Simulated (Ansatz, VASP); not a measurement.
# AlN: VASP beside Ansatz

```
CELL_PARAMETERS angstrom
5.75349 0.00000 0.00000
0.00000 5.75349 0.00000
0.00000 0.00000 4.07138
ATOMIC_POSITIONS crystal
Al 0.50000 0.75000 0.74996
Al 0.75000 0.00000 0.24996
Al 0.00000 0.75000 0.75004
Al 0.75000 0.50000 0.25004
Al 0.50000 0.25000 0.74996
Al 0.25000 0.00000 0.24996
Al 0.00000 0.25000 0.75004
Al 0.25000 0.50000 0.25004
N 0.00000 0.74997 0.25010
N 0.75003 0.50000 0.75010
N 0.50000 0.75003 0.24990
N 0.74997 0.00000 0.74990
N 0.00000 0.25003 0.25010
N 0.24997 0.50000 0.75010
N 0.50000 0.24997 0.24990
N 0.25003 0.00000 0.74990
```

Alike in both runs: functional PBE; k mesh 4 × 4 × 4; occupations gaussian, width 0.1 eV; no spin polarisation.

Ansatz relaxed the structure, and its values are those at the end. VASP's run is a single point on that final structure, the one shown.

|  | VASP | Ansatz |
| --- | --- | --- |
| version | VASP 6.6.1 | Ansatz 0.2.0 |
| potentials or method | VASP PAW PBE potentials, release 64 (Al, N) | scalar-relativistic, plane waves, PAW |
| plane-wave cutoff (eV) | 520 | 420 |
| valence electrons in the cell | 64 | 64 |

|  | VASP | Ansatz | Ansatz less VASP |
| --- | --- | --- | --- |
| gap on the k mesh at the Fermi level (eV) | 4.42 | 4.44 | +0.022 |
| least direct gap on the mesh (eV) | 4.42 | 4.44 | +0.022 |
| pressure (GPa) | -0.1 | 0.2 | +0.29 |
| rms of the force components (eV/Å) | 0.003 | 0.003 | 0.0000 |

With one functional, cell and mesh, what is left measures potentials, basis and numerics.
